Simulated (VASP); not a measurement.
Write the native input for VASP 6.6.1 that does the following.

```yaml
Task: single point
Functional: PBEsol
Dispersion: D3(BJ)
Potentials_or_basis: VASP PAW PBE potentials, release 64 (C)
Cutoff: 520 eV
k_mesh: 10 × 10 × 2
Occupations: methfessel-paxton, width 0.1 eV
Spin: no spin polarisation
Dipole_correction: no
Further_INCAR_settings: LREAL = Auto; ALGO = Fast; EDIFF = 1e-06; NBANDS = 46
```

The structure of C lies in POSCAR:

```
C
1.0
    2.5221000000      0.0000000000      0.0000000000
   -1.2610500000      2.1842000000      0.0000000000
    0.0000000000      0.0000000000     16.4743000000
C
16
Direct
    0.0000000000      0.0000000000      0.0468800000
    0.0000000000      0.0000000000      0.5468800000
    0.0000000000      0.0000000000      0.4531200000
    0.0000000000      0.0000000000      0.9531200000
    0.3333333333      0.6666666667      0.0781300000
    0.6666666667      0.3333333333      0.5781300000
    0.3333333333      0.6666666667      0.4218700000
    0.6666666667      0.3333333333      0.9218700000
    0.3333333333      0.6666666667      0.1718800000
    0.6666666667      0.3333333333      0.6718800000
    0.3333333333      0.6666666667      0.3281200000
    0.6666666667      0.3333333333      0.8281200000
    0.3333333333      0.6666666667      0.7968800000
    0.6666666667      0.3333333333      0.2968800000
    0.3333333333      0.6666666667      0.7031200000
    0.6666666667      0.3333333333      0.2031200000
```

This is a hexagonal form of diamond, not graphite.

One way to write it, as run:

INCAR

```
PREC = Accurate ; ENCUT = 520
EDIFF = 1E-6 ; ISMEAR = 1
SIGMA = 0.1 ; LREAL = Auto
LASPH = True ; NELM = 100
ALGO = Fast ; ISIF = 2
LWAVE = False ; LCHARG = True
GGA = PS ; IVDW = 12
LELF = True ; LVHAR = True
NBANDS = 46
```

KPOINTS

```
regular mesh
0
Gamma
  10 10 2
```

Potentials or basis: VASP PAW PBE potentials, release 64 (C).

Command:

```console
$ cat potpaw_PBE.64/C/POTCAR > POTCAR
$ mpirun -np 1 vasp_std > vasp.out
```

Results of the run:

* Pressure: -7.2 GPa
* Largest force: 0.331 eV/Å
* Band gap on the k mesh: 4.23 eV, indirect (least direct gap 5.31 eV)
* Dispersion energy per atom: -0.130 eV

Caveat: the PAW data sets were made with another functional, which shifts forces and pressure a little.

Run time: 100 s on 1 thread of Intel(R) Xeon(R) 6975P-C (Granite Rapids) (shared host), peak memory 0.28 GiB.
